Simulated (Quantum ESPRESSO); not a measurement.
# Sb in Quantum ESPRESSO: work function with PW91

Aim: the work function of Sb with PW91.

Everything below comes from runs of Quantum ESPRESSO 7.5. Logs are shortened: lines on timing, memory, paths and dates and some standing lists are left out, and cuts for length are marked.

### 1 The slab as given

The cell holds a slab with vacuum, 5 atoms: a = 3.369 Å, b = 3.369 Å, c = 25.660 Å, α = 90.00°, β = 90.00°, γ = 120.00°.

The slab is cut from a database's or a generator's crystal, which needn't be the stable form of the element.

### 2 Work function, PW91

File pw.in:

```
&CONTROL
  calculation = 'scf'
  prefix = 'pwscf'
  outdir = './tmp'
  pseudo_dir = './pseudo'
  tprnfor = .true.
  disk_io = 'low'
/
&SYSTEM
  ibrav = 0
  celldm(1) = 8
  nat = 5
  ntyp = 1
  ecutwfc = 40
  ecutrho = 200
  nbnd = 49
  input_dft = 'pw91'
  occupations = 'smearing'
  smearing = 'mp'
  degauss = 0.00734986
  assume_isolated = 'esm'
  esm_bc = 'bc1'
/
&ELECTRONS
  conv_thr = 5d-09
  electron_maxstep = 150
  mixing_beta = 0.3
  mixing_mode = 'local-TF'
  tqr = .true.
/
ATOMIC_SPECIES
Sb   121.7600 sb_pbe_v1.4.uspp.F.UPF
CELL_PARAMETERS alat
  0.7958109566338  -0.0000000000000   0.0000000000000
 -0.3979054783051   0.6891925050545   0.0000000000000
  0.0000000000000   0.0000000000000   6.0612965447372
ATOMIC_POSITIONS crystal
Sb     0.3333333333    0.6666666666   -0.2077162899
Sb     0.6666666667    0.3333333334   -0.1038581450
Sb     0.3333333333    0.6666666666    0.0000000000
Sb     0.6666666667    0.3333333334    0.1038581450
Sb     0.3333333333    0.6666666666    0.2077162899
K_POINTS automatic
9 9 1 0 0 0
```

File pp_density.in:

```
&INPUTPP
  prefix = 'pwscf'
  outdir = './tmp'
  filplot = 'density.dat'
  plot_num = 0
/
&PLOT
  nfile = 1
  filepp(1) = 'density.dat'
  iflag = 3
  output_format = 6
  fileout = 'density.cube'
/
```

File pp_potential.in:

```
&INPUTPP
  prefix = 'pwscf'
  outdir = './tmp'
  filplot = 'potential.dat'
  plot_num = 11
/
&PLOT
  nfile = 1
  filepp(1) = 'potential.dat'
  iflag = 3
  output_format = 6
  fileout = 'potential.cube'
/
```

Potentials or basis: GBRV 1.5 PBE.

On the command line:

```
> OMP_NUM_THREADS=1 mpirun -n 2 pw.x -nk 2 -in pw.in > pw.out
> OMP_NUM_THREADS=1 mpirun -n 1 pp.x -in pp_density.in > pp_density.out
> OMP_NUM_THREADS=1 mpirun -n 1 pp.x -in pp_potential.in > pp_potential.out
```

pw.out:

```text
This program is part of the open-source Quantum ESPRESSO suite
     for quantum simulation of materials; please cite
         "P. Giannozzi et al., J. Phys.:Condens. Matter 21 395502 (2009);
         "P. Giannozzi et al., J. Phys.:Condens. Matter 29 465901 (2017);
         "P. Giannozzi et al., J. Chem. Phys. 152 154105 (2020);
     in publications or presentations arising from this work. More details at

     IMPORTANT: XC functional enforced from input :
     Exchange-correlation= PW91
                           (   1   4   2   2   0   0   0)
     Any further DFT definition will be discarded
     Please, verify this is what you really want

     Message from routine setup:
     using ibrav=0 with symmetry is DISCOURAGED, use correct ibrav instead

     K-points division:     npool     =       2
     Subspace diagonalization in iterative solution of the eigenvalue problem:
     a serial algorithm will be used

     G-vector sticks info
     --------------------
     sticks:   dense  smooth     PW     G-vecs:    dense   smooth      PW
     Sum         559     439    139                81357    58077    9713

     Using Slab Decomposition

     bravais-lattice index     =            0
     lattice parameter (alat)  =       8.0000  a.u.
     unit-cell volume          =    1702.1035 (a.u.)^3
     number of atoms/cell      =            5
     number of atomic types    =            1
     number of electrons       =        75.00
     number of Kohn-Sham states=           49
     kinetic-energy cutoff     =      40.0000  Ry
     charge density cutoff     =     200.0000  Ry
     scf convergence threshold =      5.0E-09
     mixing beta               =       0.3000
     number of iterations used =            8  local-TF  mixing
     Exchange-correlation= PW91
                           (   1   4   2   2   0   0   0)

     Effective Screening Medium Method
     =================================
     Boundary Conditions: Vacuum-Slab-Vacuum
     total charge in unit cell        =   0.0000
     grid points for fit at edges     =        4

     celldm(1)=   8.000000  celldm(2)=   0.000000  celldm(3)=   0.000000
     celldm(4)=   0.000000  celldm(5)=   0.000000  celldm(6)=   0.000000

     crystal axes: (cart. coord. in units of alat)
               a(1) = (   0.795811  -0.000000   0.000000 )
               a(2) = (  -0.397905   0.689193   0.000000 )
               a(3) = (   0.000000   0.000000   6.061297 )

     reciprocal axes: (cart. coord. in units 2 pi/alat)
               b(1) = (  1.256580  0.725487 -0.000000 )
               b(2) = (  0.000000  1.450973 -0.000000 )
               b(3) = ( -0.000000 -0.000000  0.164981 )

     PseudoPot. # 1 for Sb read from file:
     sb_pbe_v1.4.uspp.F.UPF
     Pseudo is Ultrasoft + core correction, Zval = 15.0
     Generated by new atomic code, or converted to UPF format
     Using radial grid of  891 points,  6 beta functions with:
                l(1) =   0
                l(2) =   0
                l(3) =   1
                l(4) =   1
                l(5) =   2
                l(6) =   2
     Q(r) pseudized with  8 coefficients,  rinner =    1.350   1.350   1.350
                                                       1.350   1.350

     atomic species   valence    mass     pseudopotential
     Sb               15.00   121.76000     Sb( 1.00)

     12 Sym. Ops. (no inversion) found

   Cartesian axes

     site n.     atom                  positions (alat units)
         1        Sb     tau(   1) = (   0.0000000   0.4594617  -1.2590300  )
         2        Sb     tau(   2) = (   0.3979055   0.2297308  -0.6295150  )
         3        Sb     tau(   3) = (   0.0000000   0.4594617   0.0000000  )
         4        Sb     tau(   4) = (   0.3979055   0.2297308   0.6295150  )
         5        Sb     tau(   5) = (   0.0000000   0.4594617   1.2590300  )

     number of k points=    12  Methfessel-Paxton smearing, width (Ry)=  0.0073
                       cart. coord. in units 2pi/alat
        k(    1) = (   0.0000000   0.0000000   0.0000000), wk =   0.0246914
        k(    2) = (   0.0000000   0.1612193   0.0000000), wk =   0.1481481
        k(    3) = (   0.0000000   0.3224385   0.0000000), wk =   0.1481481
        k(    4) = (   0.0000000   0.4836578   0.0000000), wk =   0.1481481
        k(    5) = (   0.0000000   0.6448771   0.0000000), wk =   0.1481481
        k(    6) = (   0.1396200   0.2418289   0.0000000), wk =   0.1481481
        k(    7) = (   0.1396200   0.4030482   0.0000000), wk =   0.2962963
        k(    8) = (   0.1396200   0.5642674   0.0000000), wk =   0.2962963
        k(    9) = (   0.1396200   0.7254867   0.0000000), wk =   0.1481481
        k(   10) = (   0.2792400   0.4836578   0.0000000), wk =   0.1481481
        k(   11) = (   0.2792400   0.6448771   0.0000000), wk =   0.2962963
        k(   12) = (   0.4188599   0.7254867   0.0000000), wk =   0.0493827

     Dense  grid:    81357 G-vectors     FFT dimensions: (  30,  30, 225)

     Smooth grid:    58077 G-vectors     FFT dimensions: (  25,  25, 200)
     Real space treatment of Q(r)

     Initializing real-space augmentation for DENSE grid
     Message from routine real_space_q:
     integrated real space q too different from target q
     Largest difference:   0.000123 for atom type # 1

     Initial potential from superposition of free atoms

     starting charge      69.9999, renormalised to      75.0000

     negative rho (up, down):  4.516E-04 0.000E+00
     Starting wfcs are   45 randomized atomic wfcs +    4 random wfcs

     Self-consistent Calculation

     iteration #  1     ecut=    40.00 Ry     beta= 0.30
     Davidson diagonalization with overlap
     c_bands:  1 eigenvalues not converged
     c_bands:  2 eigenvalues not converged
     c_bands:  1 eigenvalues not converged
     ethr =  1.00E-02,  avg # of iterations = 19.3

     negative rho (up, down):  1.330E-02 0.000E+00

     total energy              =    -926.85290668 Ry
     estimated scf accuracy    <       4.08066656 Ry

     iteration #  2     ecut=    40.00 Ry     beta= 0.30
     Davidson diagonalization with overlap
     ethr =  5.44E-03,  avg # of iterations =  1.0

     negative rho (up, down):  9.341E-02 0.000E+00

     total energy              =    -924.39735022 Ry
     estimated scf accuracy    <       3.07980203 Ry

     iteration #  3     ecut=    40.00 Ry     beta= 0.30
     Davidson diagonalization with overlap
     ethr =  4.11E-03,  avg # of iterations =  2.0

     negative rho (up, down):  9.317E-02 0.000E+00

     total energy              =    -925.86181838 Ry
     estimated scf accuracy    <       0.70640118 Ry
[... 436 lines left out ...]
     negative rho (up, down):  1.865E-04 0.000E+00

     total energy              =    -925.48715788 Ry
     estimated scf accuracy    <       0.00000010 Ry

     iteration # 49     ecut=    40.00 Ry     beta= 0.30
     Davidson diagonalization with overlap
     c_bands:  1 eigenvalues not converged
     ethr =  1.27E-10,  avg # of iterations =  6.5

     negative rho (up, down):  2.099E-04 0.000E+00

     total energy              =    -925.48711811 Ry
     estimated scf accuracy    <       0.00000003 Ry

     iteration # 50     ecut=    40.00 Ry     beta= 0.30
     Davidson diagonalization with overlap
     ethr =  3.46E-11,  avg # of iterations =  7.8

     negative rho (up, down):  2.101E-04 0.000E+00

     End of self-consistent calculation

          k = 0.0000 0.0000 0.0000 (  7273 PWs)   bands (ev):

   -33.5929 -33.5922 -33.5704 -33.5704 -33.5684 -33.5684 -33.5497 -33.5497
   -33.5486 -33.5486 -33.4751 -33.4609 -33.4609 -33.4271 -33.4271 -33.4250
   -33.4250 -33.4223 -33.4223 -33.4027 -33.4011 -33.3640 -33.3640 -33.3624
   -33.3624 -17.1497 -16.6037 -15.7157 -14.6483 -13.5814  -9.3557  -7.6063
    -5.3909  -3.0183  -0.9272  -0.7201  -0.7201  -0.3201  -0.3201  -0.2819
     0.2535   0.2535   0.6120   0.7049   0.7049   0.9074   0.9074   0.9624
     2.6318

          k = 0.0000 0.1612 0.0000 (  7335 PWs)   bands (ev):

   -33.5897 -33.5891 -33.5702 -33.5687 -33.5625 -33.5603 -33.5535 -33.5529
   -33.5509 -33.5491 -33.4706 -33.4600 -33.4533 -33.4288 -33.4263 -33.4250
   -33.4246 -33.4178 -33.4162 -33.3973 -33.3958 -33.3673 -33.3658 -33.3647
   -33.3631 -16.9335 -16.3889 -15.5042 -14.4445 -13.3910  -9.1376  -7.4146
    -5.2454  -2.9583  -2.5562  -2.0590  -1.4189  -1.2921  -1.0036  -0.9495
    -0.4815  -0.2476  -0.2387  -0.0496   0.4478   0.6933   0.9287   1.1611
     2.7096

          k = 0.0000 0.3224 0.0000 (  7331 PWs)   bands (ev):

   -33.5887 -33.5880 -33.5649 -33.5645 -33.5615 -33.5610 -33.5555 -33.5506
   -33.5408 -33.5396 -33.4720 -33.4461 -33.4358 -33.4336 -33.4311 -33.4295
   -33.4257 -33.3980 -33.3965 -33.3823 -33.3808 -33.3756 -33.3740 -33.3664
   -33.3648 -16.2902 -15.7512 -14.8790 -13.8480 -12.8461  -8.5071  -6.9522
    -5.4441  -5.2974  -4.3474  -4.2065  -3.2900  -2.6548  -2.5041  -2.0867
    -1.9823  -1.1728  -0.5377  -0.3110   0.4056   0.4737   0.6675   1.5668
     2.0029
[... 71 lines left out ...]
          k = 0.2792 0.6449 0.0000 (  7233 PWs)   bands (ev):

   -33.5796 -33.5779 -33.5708 -33.5687 -33.5660 -33.5630 -33.5465 -33.5450
   -33.5154 -33.5148 -33.4511 -33.4458 -33.4354 -33.4237 -33.4127 -33.4112
   -33.4062 -33.3871 -33.3855 -33.3778 -33.3765 -33.3762 -33.3749 -33.3530
   -33.3514 -13.4133 -12.9839 -12.3727 -11.9435 -11.8690  -8.7139  -8.6077
    -8.2140  -7.6692  -7.2828  -6.6547  -6.2300  -5.8733  -5.4832  -4.9089
    -4.1638  -3.5383  -3.2519  -1.8088  -1.7462   0.7772   1.7684   2.2738
     2.8148

          k = 0.4189 0.7255 0.0000 (  7254 PWs)   bands (ev):

   -33.5804 -33.5747 -33.5688 -33.5676 -33.5618 -33.5559 -33.5359 -33.5331
   -33.5320 -33.5313 -33.4438 -33.4398 -33.4268 -33.4258 -33.4221 -33.3908
   -33.3904 -33.3893 -33.3888 -33.3838 -33.3822 -33.3819 -33.3803 -33.3561
   -33.3545 -12.4703 -12.3808 -12.2885 -11.9816 -11.9133  -8.6119  -8.2952
    -8.1602  -8.0727  -7.4006  -7.2271  -7.0352  -6.3835  -6.2716  -5.3961
    -4.5392  -3.8581  -3.0562  -2.0089  -1.5075   0.0491   1.4015   2.7774
     3.0813

     the Fermi energy is    -4.1780 ev

!    total energy              =    -925.48712065 Ry
     estimated scf accuracy    <          3.8E-09 Ry
     smearing contrib. (-TS)   =      -0.00032128 Ry
     internal energy E=F+TS    =    -925.48679937 Ry

     The total energy is F=E-TS. E is the sum of the following terms:
     one-electron contribution =   16306.68856951 Ry
     hartree contribution      =   -8150.77732653 Ry
     xc contribution           =    -221.06306725 Ry
     ewald contribution        =   -8860.33497510 Ry

     convergence has been achieved in  50 iterations

     negative rho (up, down):  2.101E-04 0.000E+00

     Forces acting on atoms (cartesian axes, Ry/au):

     atom    1 type  1   force =     0.00000000    0.00000000    0.01116668
     atom    2 type  1   force =     0.00000000    0.00000000   -0.01890026
     atom    3 type  1   force =     0.00000000    0.00000000    0.00000000
     atom    4 type  1   force =     0.00000000    0.00000000    0.01890026
     atom    5 type  1   force =     0.00000000   -0.00000000   -0.01116668

     Total force =     0.031046     Total SCF correction =     0.000311

=------------------------------------------------------------------------------=
   JOB DONE.
=------------------------------------------------------------------------------=
```

It took 8.8 min on 2 MPI ranks of Intel Xeon at 2.50GHz (Skylake/Cascade Lake), shared host; peak memory 0.38 GiB.

What came out:

| Item | Value |
| --- | --- |
| Free energy | -12591.8938 eV |
| Largest force | 0.486 eV/Å |
| Band gap on the k mesh | none (metal or under the smearing width) |
| Work function of the upper face | 4.18 eV |
| Work function of the lower face | 4.18 eV |

Forces in eV/Å, atoms in the order of the input:
```
Sb   0.000  0.000  0.287
Sb   0.000  0.000 -0.486
Sb   0.000  0.000  0.000
Sb   0.000  0.000  0.486
Sb   0.000  0.000 -0.287
```

Levels at points of the mesh, in eV from the Fermi level:
```csv
k point,band 33,band 34,band 35,band 36,band 37,band 38,band 39,band 40,band 41,band 42
"(0.00, 0.00, 0.00)",-1.21,1.16,3.25,3.46,3.46,3.86,3.86,3.90,4.43,4.43
```

Caveat: the potentials were made for another functional, which shifts forces and pressure; real space augmentation costs some meV and hundredths of eV per Å. Spin-orbit coupling is left out, which matters for the levels of Sb.
